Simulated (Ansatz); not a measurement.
This script makes an equation of state with a fit of ZrO2, space group P4_2/nmc with Ansatz 0.2.0, Python API.

`eos_zro2.py`:
```python
"""Bulk modulus of ZrO2 from an E(V) curve."""

import ansatz as az
from ase.eos import EquationOfState
from ase.units import GPa
import numpy as np

VECTORS = np.array([
    [3.5961, 0.0, 0.0],
    [0.0, 3.5961, 0.0],
    [0.0, 0.0, 5.177],
])
SITES = [
    ("Zr", (0.0, 0.0, 0.0)),
    ("Zr", (0.5, 0.5, 0.5)),
    ("O", (0.0, 0.5, 0.203)),
    ("O", (0.0, 0.5, 0.703)),
    ("O", (0.5, 0.0, 0.297)),
    ("O", (0.5, 0.0, 0.797)),
]


def build(cell):
    crystal = az.Crystal(lattice=az.Lattice.of(cell))
    for symbol, position in SITES:
        crystal = crystal.atom(symbol, position)
    return crystal


def main() -> None:
    # uniform scaling of the cell
    volumes, energies = [], []
    for scale in np.linspace(0.92, 1.08, 7):
        cell = VECTORS * scale ** (1 / 3)
        setup = (
            build(cell).calculation()
            .functional(az.Functional.PBE)
            .basis(550)
            .occupations(az.OccupationsMethod.FIXED)
            .kpoints(6, 6, 4)
        )
        rep = setup.run().report
        volumes.append(abs(np.linalg.det(cell)) / len(SITES))
        energies.append(rep["free_energy_ev"] / len(SITES))
        print(f"V = {volumes[-1]:8.4f} A^3/atom  F = {energies[-1]:.5f} eV/atom")

    eos = EquationOfState(volumes, energies, eos="sj")
    v0, e0, bulk = eos.fit()
    print(f"V0 = {v0:.4f} A^3/atom, E0 = {e0:.5f} eV/atom, B = {bulk / GPa:.1f} GPa")


if __name__ == "__main__":
    main()
```

Its results, one of them left out:

| V (Å³/atom) | F less the lowest row shown (meV/atom) |
| --- | --- |
| 10.265 | ? |
| 10.563 | 50.68 |
| 10.861 | 20.09 |
| 11.158 | 3.80 |
| 11.456 | 0.00 |
| 11.753 | 7.10 |
| 12.051 | 23.70 |

What is the missing energy at 10.265 Å³ an atom?

A third-order Birch-Murnaghan fit, E = E0 + (9 V0 B0 / 16) [(t - 1)³ B' + (t - 1)² (6 - 4t)] with t = (V0/V)^(2/3), through the 6 rows shown gives V0 = 11.405 Å³, B0 = 229.8 GPa, B' = 4.20 and E0 = -0.16 meV. At V = 10.265 Å³, t = 1.07267, and the fit extrapolates to 97.71 meV. The run gave 97.67 meV, a miss of 0.03 meV.

Caveats:
- No spin polarisation was allowed.
- Shape and fractional positions are held along the curve, so the bulk modulus is an upper value where they are free to relax.
- This is a high-temperature or high-pressure form, not the ambient phase.
- The structure is a deposited one; some such entries were measured under pressure or heat, so a shift against it needn't be the functional's error alone.
- Processor time in the engine: 18 s on 1 thread of Intel(R) Xeon(R) Processor @ 2.30GHz, with other jobs on the host, peak memory 0.56 GiB.
